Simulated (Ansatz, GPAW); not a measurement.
# ZnSe: programs and potentials compared

```
Se Zn
1.0
     0.00000    2.83380    2.83380
     2.83380    0.00000    2.83380
     2.83380    2.83380    0.00000
Se Zn
1 1
Direct
  0.75000 0.75000 0.75000
  0.00000 0.00000 0.00000
```

Alike in all runs: task single point; functional PBE; k mesh 8 × 8 × 8; occupations gaussian, width 0.025 eV; no spin polarisation; no spin-orbit coupling. Pressure is positive in compression and, in plane waves, holds the error of the finite cutoff, which Ansatz's Pulay term estimates and takes out.

| program and potentials | plane-wave cutoff (eV) | notes | band gap (eV) | pressure (GPa) |
| --- | --- | --- | --- | --- |
| Ansatz, Ansatz PAW | 420 | 14 valence electrons an atom on average | ? | ? |
| Ansatz, all-electron LAPW, scalar-relativistic | - | - | 1.29 | 2.12 |
| GPAW, GPAW PAW data sets (gpaw-data 1.2.1) | 600 | 9 valence electrons an atom on average | 1.30 | 2.09 |

Question: Estimate from the other rows what the run with Ansatz, Ansatz PAW gave.

Answer: Band gap 1.29 eV; pressure 2.10 GPa. Its pressure holds a Pulay term of +0.05 GPa. The other rows, which needn't bracket it: band gap 1.29 to 1.30; pressure 2.09 to 2.12.
